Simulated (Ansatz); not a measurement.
**P under changes of volume**

One of the cells (20.458 Å³/atom); the others are scaled copies at fixed shape and fractional positions:

```
CELL_PARAMETERS angstrom
1.64774 -5.46504 0.00000
1.64774 5.46504 0.00000
0.00000 0.00000 4.54364
ATOMIC_POSITIONS crystal
P 0.90414 0.09586 0.58882
P 0.09586 0.90414 0.41118
P 0.59586 0.40414 0.08882
P 0.40414 0.59586 0.91118
```

| Property | Result |
| --- | --- |
| Program | Ansatz 0.2.0 |
| Functional | SVWN5 |
| Potentials or basis | Ansatz PAW |
| Cutoff | 420 eV (not typed: the program's choice for these potentials) |
| k mesh | 8 × 8 × 6 |
| Occupations | fermi-dirac, width 0.05 eV |
| Spin | no spin polarisation |

| volume (Å³/atom) | energy over the lowest point (meV/atom) | pressure (GPa) | gap on the mesh (eV) | largest force (eV/Å) |
| --- | --- | --- | --- | --- |
| 19.230 | 5.36 | 2.9 | 0.07 | 0.735 |
| 19.639 | ? | ? | ? | ? |
| 20.049 | 0.00 | -0.7 | 0.05 | 0.351 |
| 20.458 | 3.61 | -2.2 | 0.02 | 0.191 |
| 20.867 | 10.85 | -3.5 | 0.01 | 0.103 |
| 21.276 | 21.31 | -4.7 | 0.04 | 0.185 |
| 21.685 | 34.68 | -5.8 | 0.08 | 0.313 |

Question: What does the run at 19.639 Å³/atom give?

Answer: Energy over the lowest point 0.42 meV/atom; pressure 1.0 GPa; gap on the mesh 0.06 eV; largest force 0.534 eV/Å.

Worked out: A Birch-Murnaghan fit of order 3 (a polynomial in V^(-2/3)) to the other rows has its minimum at 19.88 Å³/atom with B0 = V·E''(V) = 80 GPa and B' = 4.4 at fixed shape and positions, which overstates the stiffness. It gives 0.42 meV/atom at 19.639 Å³/atom, against the run's 0.42, and -dE/dV = 1.0 GPa, against 1.0.

Energies are extrapolated to zero smearing.

Caveats: the PAW data sets come from PBE, with cores solved anew for the run's functional, which leaves a small shift of forces and pressure.

A mesh can miss the band edges.
